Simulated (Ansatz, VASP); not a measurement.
# Two plane-wave programs on C

Contents of INCAR:

```
PREC     = Accurate       # precision mode
ENCUT    = 520            # plane-wave cutoff, eV
EDIFF    = 1E-6           # SCF threshold, eV
ISMEAR   = 0              # smearing method
SIGMA    = 0.02           # smearing width, eV
LREAL    = False          # projectors in reciprocal space
LASPH    = True           # aspherical terms in the spheres
NELM     = 80             # most SCF steps
ALGO     = Normal         # electronic algorithm
ISIF     = 2              # what is computed and relaxed
LWAVE    = False          # write WAVECAR
LCHARG   = False          # write CHGCAR
GGA      = CA             # functional
IBRION   = 2              # ionic algorithm
NSW      = 60             # ionic steps
EDIFFG   = -0.002         # ionic threshold
```

The input KPOINTS:

```
Automatic mesh
0
Gamma
  9 9 6
```

The input POSCAR:

```
C
1.0
    2.4823635744      0.0000000000      0.0000000000
   -1.2411817872      2.1497899169      0.0000000000
    0.0000000000      0.0000000000      4.1979202822
C
4
Direct
    0.3333333333      0.6666666667     -0.0002181980
    0.6666666667      0.3333333333      0.4997818020
    0.3333333333      0.6666666667      0.3742181980
    0.6666666667      0.3333333333      0.8742181980
```

Input for Ansatz:

```yaml
crystal:
  lattice:
    - [2.4823635744, 0.0, 0.0]
    - [-1.2411817872, 2.1497899169, 0.0]
    - [0.0, 0.0, 4.1979202822]
  atoms:
    - { symbol: C, position: [0.3333333333, 0.6666666667, -0.000218198] }
    - { symbol: C, position: [0.6666666667, 0.3333333333, 0.499781802] }
    - { symbol: C, position: [0.3333333333, 0.6666666667, 0.374218198] }
    - { symbol: C, position: [0.6666666667, 0.3333333333, 0.874218198] }
basis:
  ecutwfc: 420
kpoints:
  mp_grid: { grid: [9, 9, 6] }
hamiltonian:
  xc: lda
  pseudopotentials: { kind: paw, azcp: { folder: soft_1 } }
scf:
  occupations: { method: gaussian, width: 0.02 }
output:
  forces: true
  stress: true
  eigenvalues: true
relax:
  adjacent_minimum: "off"
  f_tol: 0.002
  max_steps: 40
```

Change from the starting cell: strained cell.

Alike in both runs: task relaxation of the atoms; functional LDA; k mesh 9 × 9 × 6; occupations gaussian, width 0.02 eV; no spin polarisation.

|  | VASP | Ansatz |
| --- | --- | --- |
| version | VASP 6.6.1 | Ansatz 0.2.0 |
| potentials or method | VASP PAW LDA potentials, release 64 (C) | scalar-relativistic, plane waves, PAW |
| plane-wave cutoff (eV) | 520 | 420 |
| valence electrons in the cell | 16 | 16 |

|  | VASP | Ansatz | Ansatz less VASP |
| --- | --- | --- | --- |
| gap on the k mesh at the Fermi level, each at its own relaxed structure (eV) | 3.04 | 3.07 | +0.029 |

Ansatz warned: «pseudo_functional_mismatch».

Caveats: an odd mesh through Γ misses points on the zone boundary, where band edges often lie.
